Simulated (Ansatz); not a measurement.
# C4H10O: the cost of one run

Program: Ansatz 0.2.0 through its Python package. The levels of theory stand in the script. These are calculated values, not measurements.

### 1 The system

Bond lengths: C1–C2 1.520 Å, C2–C3 1.526 Å, C3–C4 1.522 Å, C4–O5 1.421 Å, C1–H6 1.095 Å, C1–H7 1.094 Å, C1–H8 1.095 Å, C2–H9 1.096 Å, C2–H10 1.096 Å, C3–H11 1.097 Å, C3–H12 1.097 Å, C4–H13 1.095 Å, C4–H14 1.095 Å, O5–H15 0.972 Å. Angles (14 of 25 angles, heavy atoms first): C1–C2–C3 111.5°, C2–C3–C4 111.7°, C3–C4–O5 108.9°, C1–C2–H9 109.1°, C1–C2–H10 109.1°, C3–C2–H9 109.9°, C3–C2–H10 109.9°, C2–C1–H6 111.0°, C2–C1–H7 110.3°, C2–C1–H8 111.0°, C2–C3–H11 110.3°, C2–C3–H12 110.3°, C4–C3–H11 109.3°, C4–C3–H12 109.3°.

No structure file is read: the coordinates are typed or built in the script.

### 2 The script

methods_c4h10o.py

```python
"""C4H10O at several levels of theory."""

from pathlib import Path

import ansatz as az
from ase import Atoms
import numpy as np


def main() -> None:
    atoms = Atoms(["C", "C", "C", "C", "O", "H", "H", "H", "H", "H", "H", "H", "H", "H", "H"], positions=[
        (-2.1868, -0.0952, 0.2157),
        (-0.8572, -0.0434, -0.5197),
        (0.3175, 0.0187, 0.4523),
        (1.6508, 0.0707, -0.2802),
        (2.6991, 0.1269, 0.6774),
        (-2.2457, -0.9797, 0.858),
        (-3.0141, -0.1392, -0.4995),
        (-2.3246, 0.7932, 0.8403),
        (-0.8437, 0.834, -1.1767),
        (-0.7652, -0.929, -1.1591),
        (0.2262, 0.8973, 1.1032),
        (0.304, -0.8514, 1.1207),
        (1.7125, 0.9592, -0.9165),
        (1.7917, -0.8214, -0.8987),
        (3.5356, 0.1592, 0.1827),
    ])
    molecule = az.Crystal.molecule_from_ase(atoms)

    base = molecule.calculation().basis(gaussian="def2-SVP")

    print("functional    E (Ha)        dipole (D)   HOMO (eV)  LUMO (eV)")
    for name in ["r2scan0", "pbe", "revpbe", "hse06", "lc_wpbe"]:
        r = base.functional(name).forces().orbitals().run(threads=1, runs_dir="runs").report
        lines = Path(r["orbitals_path"]).read_text().splitlines()
        field_of = lambda key: [line.split("=")[1].strip() for line in lines if line.startswith(key)]
        orbitals = [(27.211386 * float(e), s, float(n)) for e, s, n in zip(field_of("Ene="), field_of("Spin="), field_of("Occup="))]
        homo = max(e for e, _, n in orbitals if n > 0.5)
        lumo = min(e for e, _, n in orbitals if n < 0.5)
        dipole = 4.803205 * np.linalg.norm(r["charge_distribution"]["dipole_moment_e_ang"])
        print(f"{name:10s} {r['free_energy_ev'] / 27.211386246:14.6f} {dipole:9.3f} {homo:11.3f} {lumo:10.3f}")


if __name__ == "__main__":
    main()
```

### 3 Running it

On the command line:

```console
$ python methods_c4h10o.py
```

Q: Estimate wall time and peak memory on 1 thread of Arm Neoverse V1, shared host.

About 34 s, with a peak of 0.34 GiB.
